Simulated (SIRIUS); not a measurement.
Write the native input for SIRIUS 7.12.0 that does the following.

| Property | Result |
| --- | --- |
| Task | single point |
| Functional | rPW86PBE |
| Potentials or basis | PseudoDojo 0.4.1 PBE standard (scalar relativistic) |
| Cutoff | 1102 eV |
| Density cutoff | 4408 eV |
| k mesh | 6 × 6 × 6 |
| Occupations | fermi-dirac, width 0.05 eV |
| Spin | no spin polarisation |
| Libxc names | ["XC_GGA_X_RPW86", "XC_GGA_C_PBE"] |
| Energy tol | 1e-08 Ha |
| Density tol | 1e-06 |
| Mixer | anderson |
| Mixing beta | 0.7 |
| Max scf | 100 |
| Radial cutoff for the potentials' integrals | 6.5 bohr |

HgTe (Coloradoite):

```
Hg Te
1.0
     0.00000    3.21450    3.21450
     3.21450    0.00000    3.21450
     3.21450    3.21450    0.00000
Hg Te
1 1
Direct
  0.00000 0.00000 0.00000
  0.75000 0.75000 0.75000
```

These files were run (other wordings do the same):

sirius.json

```json
{
  "control": {
    "processing_unit": "cpu",
    "verbosity": 2,
    "num_bands_to_print": 27,
    "print_forces": true,
    "print_stress": true
  },
  "parameters": {
    "electronic_structure_method": "pseudopotential",
    "xc_functionals": ["XC_GGA_X_RPW86", "XC_GGA_C_PBE"],
    "gk_cutoff": 9.0,
    "pw_cutoff": 18.0,
    "ngridk": [6, 6, 6],
    "shiftk": [0, 0, 0],
    "smearing": "fermi_dirac",
    "smearing_width": 0.0018374661,
    "num_bands": 27,
    "num_mag_dims": 0,
    "num_dft_iter": 100,
    "energy_tol": 1e-08,
    "density_tol": 1e-06
  },
  "iterative_solver": {
    "type": "davidson",
    "min_tolerance": 1e-10
  },
  "mixer": {
    "type": "anderson",
    "beta": 0.7,
    "max_history": 8
  },
  "settings": {
    "tol_ne": 1e-10,
    "pseudo_grid_cutoff": 6.5
  },
  "unit_cell": {
    "lattice_vectors": [
      [0.0, 0.707106781187, 0.707106781187],
      [0.707106781187, 0.0, 0.707106781187],
      [0.707106781187, 0.707106781187, 0.0]
    ],
    "lattice_vectors_scale": 8.5906751133,
    "atom_coordinate_units": "lattice",
    "atom_types": ["Hg", "Te"],
    "atom_files": {
      "Te": "Te.json",
      "Hg": "Hg.json"
    },
    "atoms": {
      "Hg": [
        [0.0, 0.0, 0.0]
      ],
      "Te": [
        [0.75, 0.75, 0.75]
      ]
    }
  }
}
```

Potentials or basis: PseudoDojo 0.4.1 PBE standard (scalar relativistic).

Launch:

```bash
$ upf_to_json Te.upf
$ upf_to_json Hg.upf
$ OMP_NUM_THREADS=1 sirius.scf --input=sirius.json --output=out.json --task=0
```

Results of the run:

| Item | Value |
| --- | --- |
| Pressure | 7.2 GPa |
| Band gap on the k mesh | 0.00 eV |

Caveat: the potentials were made for another functional, which shifts forces and pressure; spin-orbit coupling is left out, which moves the levels of the heavy elements.

Run time: 63 s on 1 thread of Intel(R) Xeon(R) Platinum 8488C (Sapphire Rapids), on a shared host, peak memory 0.36 GiB.
